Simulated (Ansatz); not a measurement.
Ge under changes of volume

One of the cells (19.384 Å³/atom); the others are scaled copies at fixed shape and fractional positions:

```
CELL_PARAMETERS angstrom
-1.60842 1.60842 1.87318
1.60842 -1.60842 1.87318
1.60842 1.60842 -1.87318
ATOMIC_POSITIONS crystal
Ge 0.50000 0.50000 0.00000
```

The cell was built by a generator and needn't be a form met in nature.

- Program: Ansatz 0.2.0
- Functional: HSE06
- Potentials or basis: Ansatz PAW
- Cutoff: 420 eV (not typed: the program's choice for these potentials)
- k mesh: 6 × 6 × 6
- Occupations: fermi-dirac, width 0.05 eV
- Spin: no spin polarisation

```tsv
volume (Å³/atom)	energy over the lowest point (meV/atom)	pressure (GPa)
18.221	?	?
18.608	1.57	1.4
18.996	0.00	-0.1
19.384	1.94	-1.4
19.771	6.96	-2.6
20.159	14.96	-3.8
20.547	25.65	-4.8
```

Question: What does the run at 18.221 Å³/atom give?

Answer: Energy over the lowest point 7.18 meV/atom; pressure 3.1 GPa.

Worked out: A Birch-Murnaghan fit of order 3 (a polynomial in V^(-2/3)) to the other rows has its minimum at 18.97 Å³/atom with B0 = V·E''(V) = 70 GPa and B' = 3.0 at fixed shape and positions, which overstates the stiffness. It gives 6.83 meV/atom at 18.221 Å³/atom, against the run's 7.18, and -dE/dV = 3.0 GPa, against 3.1.

Energies are extrapolated to zero smearing.

Caveats: all runs use coarse meshes; the PAW data sets come from PBE, with cores solved anew for the run's functional, which leaves a small shift of forces and pressure; the thresholds are loose for stress.
